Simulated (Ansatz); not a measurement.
Runs of Ansatz 0.2.0 on Cu. It takes space group Fm-3m (No. 225, cubic). The conventional cell has a = 3.615 Å, b = 3.615 Å, c = 3.615 Å, α = 90.00°, β = 90.00°, γ = 90.00°. Cu (site symmetry m-3m) is surrounded by 12 Cu at 2.56 Å. 

```csv
task,level,cell,k mesh,cutoff (eV),smearing,basis error allowed,mesh quality,gap on the mesh (eV),pressure (GPa),relaxed volume (Å³/atom)
single point,PBE,as given,13 × 13 × 13,295,gaussian 0.015 eV,0.001 eV/atom,not flagged,none,(a),-
single point,PBE,as given,13 × 13 × 13,295,gaussian 0.026 eV,0.001 eV/atom,not flagged,none,1.6,-
relaxation of cell and atoms,BLYP,relaxed,13 × 13 × 13,-,fermi-dirac 0.05 eV,0.001 eV/atom,not flagged,-,0.0,12.66
single point,PBE,as given,6 × 6 × 6,260,fermi-dirac 0.03 eV,0.003 eV/atom,coarse,none,(b),-
relaxation of cell and atoms,BLYP+D3(BJ),relaxed,13 × 13 × 13,-,fermi-dirac 0.05 eV,0.001 eV/atom,not flagged,-,0.0,11.12
```

Alike in all rows: potentials or basis all-electron LAPW, scalar-relativistic; no spin polarisation.

**Question.** Estimate the missing entries.

**Answer.** (a) 1.7; (b) 2.9.

Caveats: some runs use coarse meshes; the k mesh is thin for a metal, which can move the energy by tens of meV per atom (some runs).

A gap of «none» marks a metal or a gap under the smearing width.
